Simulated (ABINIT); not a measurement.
Si:

```
Si
1.0
     0.00000    2.72185    2.72185
     2.72185    0.00000    2.72185
     2.72185    2.72185    0.00000
Si
2
Direct
  0.50000 0.50000 0.50000
  0.75000 0.75000 0.75000
```

Program: ABINIT 10.8.3 (patched build). Alike in all runs: no spin polarisation; cell as given.

Problem. Order these runs on this cell by their pressure, lowest first.
A. level LDA; potentials or basis JTH PAW LDA v2.0; k mesh 4 × 4 × 4, with 4 shifts; cutoff (eV) 272; smearing fixed; stop of the response cycle (tolvrs) 1e-10; acoustic sum rule (asr) 2; fine-grid cutoff 544.228 eV
B. level PBE; potentials or basis SPMS NC PBE v1.0; k mesh 6 × 6 × 6; cutoff (eV) 381; smearing fermi-dirac 0.05 eV
C. level PBEsol; potentials or basis PseudoDojo NC SR PBEsol v0.4.1 standard; k mesh 6 × 6 × 6; cutoff (eV) 381; smearing fermi-dirac 0.05 eV

Solution. A (-2.2 GPa), C (-0.6 GPa), B (1.3 GPa).

Not every run made on this cell is shown here.
